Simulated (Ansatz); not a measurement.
# A strain series on BAs (zincblende): isotropic on every length

Zincblende BAs, relaxed with r2SCAN in Ansatz 0.2.0, then strained (isotropic on every length; changes of length per length, axes as in the cell below) with the atoms relaxed again within the symmetry that is left. Space group F-43m (No. 216), cubic; conventional cell a = 4.784 Å, 13.68 Å³ an atom. B has 4 As at 2.07 Å; As has 4 B at 2.07 Å. Calculated for a static, non-magnetic cell.

```yaml
crystal:
  lattice:
    - [0.00000, 2.39187, 2.39187]
    - [2.39187, 0.00000, 2.39187]
    - [2.39187, 2.39187, 0.00000]
  atoms:
    - { symbol: B, position: [0.00000, 0.00000, 0.00000] }
    - { symbol: As, position: [0.25000, 0.25000, 0.25000] }
```

Gaps are the least over each mesh (PBE 10×10×10, r2SCAN 10×10×10, HSE06 6×6×6 when unstrained) and the special points, which keep their unstrained names; stress is the change from the unstrained cell, compression positive.

```
strain (%)  gap, PBE (eV)  gap, r2SCAN (eV)  gap, HSE06 (eV)    edges, HSE06  mean stress, r2SCAN (GPa)  energy rise, r2SCAN (meV/atom)
      -2.0          1.125                 –            1.772  Γ → Γ–X (0.80)                          –                               –
      -1.0              –                 –            1.803  Γ → Γ–X (0.80)                          –                               –
     -0.84          1.163             1.348            1.808  Γ → Γ–X (0.80)                      +3.76                             3.9
      -0.5          1.173             1.359            1.818  Γ → Γ–X (0.80)                      +2.19                             1.4
       0.0          1.188             1.375            1.833  Γ → Γ–X (0.80)                       0.00                             0.0
      +1.0          1.218             1.405            1.861  Γ → Γ–X (0.80)                      -3.96                             5.2
     +1.54          1.233             1.420            1.876  Γ → Γ–X (0.79)                      -5.88                            12.2
      +2.0          1.246             1.433            1.888  Γ → Γ–X (0.79)                      -7.41                            20.3
      +3.0          1.272             1.459            1.913  Γ → Γ–X (0.79)                     -10.42                            44.4
```

Question: Estimate the row for a strain of +4.0 %.

Answer:
```
strain (%)  gap, PBE (eV)  gap, r2SCAN (eV)  gap, HSE06 (eV)    edges, HSE06  mean stress, r2SCAN (GPa)  energy rise, r2SCAN (meV/atom)
      +4.0          1.297             1.484            1.936  Γ → Γ–X (0.79)                     -13.01                            76.6
```

Between zero and the nearest strains the slope of the HSE06 gap against strain is +0.029 eV per percent for negative and +0.028 for positive strain.

Spin-orbit coupling is left out.

Where an edge lies off the special points, it is a point of the mesh or the k point where a search put PBE's edge or least direct gap, reused for the other functionals, whose own edges may lie a little apart.

The meshes of the hybrids are coarse, so their gaps aren't converged to the digits shown.
